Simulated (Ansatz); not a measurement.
`CCC(N)F` + H₂ → `CCCN` + H–F  (hydrogenolysis of a C–F bond)

Program: Ansatz. Geometries: PBE0-D4/def2-TZVP. ΔE: electronic, gas phase. CBS: MP2 limit from def2 TZ/QZ plus the TZ coupled-cluster correction, frozen cores. This one scheme is used for every species. DFT in def2-TZVPP. B3LYP here is the variant with VWN-RPA as its local correlation; programs differ in this. One conformer a species, not always the lowest.

(1) Is it downhill or uphill in electronic energy at CCSD(T)/CBS, and by how much? (Estimate.)

(2) What do these levels give: PBE-D4, r2SCAN-D4, B3LYP-D4, ωB97X-V, ωB97M-V, B2PLYP, PBE, B3LYP, CCSD/def2-TZVPP, HF/def2-QZVPP, MP2/def2-QZVPP, MP2/CBS(def2)? (Estimate.)

Largest T1 diagnostic among the species: 0.010.

## Answers

(1) The calculation gave: Downhill: ΔE = -52.2 kJ/mol.

(2) The calculation gave: PBE-D4 -38.0, r2SCAN-D4 -33.2, B3LYP-D4 -39.1, ωB97X-V -36.6, ωB97M-V -38.8, B2PLYP -44.3, PBE -39.4, B3LYP -41.4, CCSD/def2-TZVPP -52.2, HF/def2-QZVPP -50.0, MP2/def2-QZVPP -55.5, MP2/CBS(def2) -56.5 kJ/mol.

From PBE to PBE0 (25 % exact exchange), in def2-TZVPP and without D4, ΔE moves by −7.1 kJ/mol.
